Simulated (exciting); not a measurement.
# MgS (F-43m) in exciting: single point with LDA

Aim: the single point of MgS with LDA.

Program: exciting (release sodium). These are calculated values, not measurements. Logs are shortened: lines on timing, memory, paths and dates and some standing lists are left out, and cuts for length are marked.

## Step 1: Starting point

Symmetry: F-43m, No. 216, cubic system. Conventional cell: a = 5.666 Å, b = 5.666 Å, c = 5.666 Å, α = 90.00°, β = 90.00°, γ = 90.00°. S (site symmetry -43m) is surrounded by 4 Mg at 2.45 Å. Mg (site symmetry -43m) is surrounded by 4 S at 2.45 Å.

The cell comes from a database or a generator and needn't be the stable form of this composition.

## Step 2: Single point, LDA

File input.xml:

```xml
<input>
  <title>MgS</title>
  <structure speciespath="./" tshift="false">
    <crystal scale="1">
      <basevect>0.000000000000 5.353820966639 5.353820966639</basevect>
      <basevect>5.353820966639 0.000000000000 5.353820966639</basevect>
      <basevect>5.353820966639 5.353820966639 0.000000000000</basevect>
    </crystal>
    <species speciesfile="S.xml" rmt="1.9">
      <atom coord="0.250000000000 0.250000000000 0.250000000000"/>
    </species>
    <species speciesfile="Mg.xml" rmt="2">
      <atom coord="0.000000000000 0.000000000000 0.000000000000"/>
    </species>
  </structure>
  <groundstate do="fromscratch" ngridk="5 5 5" rgkmax="6.5" gmaxvr="14" lmaxapw="10" lmaxmat="10" lmaxvr="8" xctype="LDA_PW" stype="Gaussian" swidth="0.00073499" nempty="10" ValenceRelativity="iora*" epsengy="1e-05" epspot="1e-05" maxscl="60" tforce="true" outputlevel="normal"/>
</input>
```

Potentials or basis: all-electron LAPW+lo, shipped species files, valence relativity iora*.

Launch:

```sh
$ OMP_NUM_THREADS=1 exciting_smp
```

INFO.OUT:

```text
================================================================================
EXCITING SODIUM started
[... 10 lines left out ...]

 Lattice vectors (cartesian) :
      0.0000000000      5.3538209666      5.3538209666
      5.3538209666      0.0000000000      5.3538209666
      5.3538209666      5.3538209666      0.0000000000

 Reciprocal lattice vectors (cartesian) :
     -0.5867944919      0.5867944919      0.5867944919
      0.5867944919     -0.5867944919      0.5867944919
      0.5867944919      0.5867944919     -0.5867944919

 Unit cell volume                           :     306.9174124705
 Brillouin zone volume                      :       0.8081985686

 Species :    1 (S)
     parameters loaded from                 :    S.xml
     name                                   :    sulphur
     nuclear charge                         :     -16.00000000
     electronic charge                      :      16.00000000
     atomic mass                            :   58452.74216000
     muffin-tin radius                      :       1.90000000
     # of radial points in muffin-tin       :     300

     atomic positions (lattice) :
       1 :   0.25000000  0.25000000  0.25000000

 Species :    2 (Mg)
     parameters loaded from                 :    Mg.xml
     name                                   :    magnesium
     nuclear charge                         :     -12.00000000
     electronic charge                      :      12.00000000
     atomic mass                            :   44305.30463000
     muffin-tin radius                      :       2.00000000
     # of radial points in muffin-tin       :     300

     atomic positions (lattice) :
       1 :   0.00000000  0.00000000  0.00000000

 Total number of atoms per unit cell        :       2

 Spin treatment                             :    spin-unpolarised

 Number of Bravais lattice symmetries       :      48
 Number of crystal symmetries               :      24

 k-point grid                               :       5    5    5
 Total number of k-points                   :      14
 k-point set is reduced with crystal symmetries

 R^MT_min * |G+k|_max (rgkmax)              :       6.50000000
 Species with R^MT_min                      :       1 (S)
 Maximum |G+k| for APW functions            :       3.42105263
 Maximum |G| for potential and density      :      14.00000000

 G-vector grid sizes                        :      36    36    36
 Total number of G-vectors                  :   14211

 Maximum angular momentum used for
     APW functions                          :      10
     computing H and O matrix elements      :      10
     potential and density                  :       8
     inner part of muffin-tin               :       2

 Total nuclear charge                       :     -28.00000000
 Total electronic charge                    :      28.00000000
 Total core charge                          :      12.00000000
 Total valence charge                       :      16.00000000

 Number of empty states                     :      10
 Total number of valence states             :      19

 Maximum Hamiltonian size                   :     222
 Maximum number of plane-waves              :     210
 Total number of local-orbitals             :      12

 Exchange-correlation type                  :       3
     Perdew-Wang, Phys. Rev. B 45, 13244 (1992)

 Smearing scheme                            :    Gaussian
 Smearing width                             :       0.00073499

 Using multisecant Broyden potential mixing
[... 16 lines left out ...]
+ SCF iteration number :    1                                                  +
++++++++++++++++++++++++++++++++++++++++++++++++++++++++++++++++++++++++++++++++
 Total energy                               :      -599.71985226
 _______________________________________________________________
 Fermi energy                               :         0.07970646
 Kinetic energy                             :       597.72570852
 Coulomb energy                             :     -1157.26904263
 Exchange energy                            :       -38.01824047
 Correlation energy                         :        -2.15827768
[... 376 lines left out ...]
 RMS change in effective potential (target) :  0.888567E-09  ( 0.100000E-04)
 Absolute change in total energy   (target) :  0.295914E-06  ( 0.100000E-04)
 Charge distance                   (target) :  0.152144E-08  ( 0.100000E-04)
 Abs. change in max-nonIBS-force   (target) :   0.00000      ( 0.500000E-04)

++++++++++++++++++++++++++++++++++++++++++++++++++++++++++++++++++++++++++++++++
| Convergency criteria checked for the last 2 iterations                       +
| Convergence targets achieved. Performing final SCF iteration                 +
++++++++++++++++++++++++++++++++++++++++++++++++++++++++++++++++++++++++++++++++
 Total energy                               :      -597.62761871
 _______________________________________________________________
 Fermi energy                               :         0.10533927
 Kinetic energy                             :       598.88644502
 Coulomb energy                             :     -1156.45446684
 Exchange energy                            :       -37.90708082
 Correlation energy                         :        -2.15251607

 DOS at Fermi energy (states/Ha/cell)       :         0.00000000

 Electron charges :
     core                                   :        12.00000000
     core leakage                           :         0.00052793
     valence                                :        16.00000000
     interstitial                           :         4.07476801
     charge in muffin-tin spheres :
                  atom     1     S          :        13.60555030
                  atom     2    Mg          :        10.31968169
     total charge in muffin-tins            :        23.92523199
     total charge                           :        28.00000000

 Estimated fundamental gap                  :         0.11635825
        valence-band maximum at    1      0.0000  0.0000  0.0000
     conduction-band minimum at    1      0.0000  0.0000  0.0000

++++++++++++++++++++++++++++++++++++++++++++++++++++++++++++++++++++++++++++++++
+ Self-consistent loop stopped                                                 +
++++++++++++++++++++++++++++++++++++++++++++++++++++++++++++++++++++++++++++++++
 STATE.OUT is written

--------------------------------------------------------------------------------
- Writing atomic positions and forces                                          -
--------------------------------------------------------------------------------

 Atomic positions (lattice) :
 atom     1   S  :     0.25000000    0.25000000    0.25000000
 atom     2  Mg  :     0.00000000    0.00000000    0.00000000

 Total atomic forces including IBS (cartesian) :
 atom     1   S  :     0.00000000   -0.00000000   -0.00000000
 atom     2  Mg  :    -0.00000000    0.00000000    0.00000000

 Atomic force components including IBS (cartesian) :
 atom     1   S  :    -0.00000000    0.00000000    0.00000000   HF force
                 :     0.00000000    0.00000000   -0.00000000   core correction
                 :     0.00000000   -0.00000000   -0.00000000   IBS correction
 atom     2  Mg  :     0.00000000   -0.00000000   -0.00000000   HF force
                 :    -0.00000000   -0.00000000    0.00000000   core correction
                 :    -0.00000000    0.00000000    0.00000000   IBS correction

********************************************************************************
* Groundstate module stopped                                                   *
********************************************************************************

================================================================================
| EXCITING SODIUM stopped                                                      =
================================================================================
```

It took 22 s on 1 thread of AMD EPYC 7R43 (Zen 3), shared host; peak memory 0.14 GiB.

Results:

- Free energy: -16262.2760 eV
- Band gap on the k mesh: 3.17 eV, direct
- All electrons inside the program's atomic spheres: S 13.61; Mg 10.32 (radii S 1.9, Mg 2.0 bohr)

Levels at points of the mesh, in eV from the valence-band top:
| k point | band 6 | band 7 | band 8 | band 9 | band 10 | band 11 |
| --- | --- | --- | --- | --- | --- | --- |
| (0.00, 0.00, 0.00) | 0.00 | 0.00 | 0.00 | 3.17 | 7.76 | 7.76 |
